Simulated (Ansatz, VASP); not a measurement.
## Pd in VASP and in Ansatz

```
CELL_PARAMETERS angstrom
-1.62975 1.62975 1.62975
1.62975 -1.62975 1.62975
1.62975 1.62975 -1.62975
ATOMIC_POSITIONS crystal
Pd 0.00000 0.00000 0.00000
```

Alike in both runs: task single point; functional LDA; k mesh 18 × 18 × 18; occupations gaussian, width 0.1 eV; no spin polarisation.

|  | VASP | Ansatz |
| --- | --- | --- |
| version | VASP 6.6.1 | Ansatz 0.2.0 |
| potentials or method | VASP PAW LDA potentials, release 64 (Pd) | scalar-relativistic, plane waves, PAW |
| plane-wave cutoff (eV) | 520 | 420 |
| valence electrons in the cell | 10 | 18 |

```tsv
	VASP	Ansatz	Ansatz less VASP
gap on the k mesh at the Fermi level (eV)	none	none	-
pressure (GPa)	-25.3	-25.5	-0.20
```

A gap of «none» marks a metal or a gap that the smearing closes. The two sets of potentials don't hold the same shells in valence.

Caveats: so large a pressure means that the cell lies far from this level's equilibrium, or that cutoff or potentials fall short (VASP).
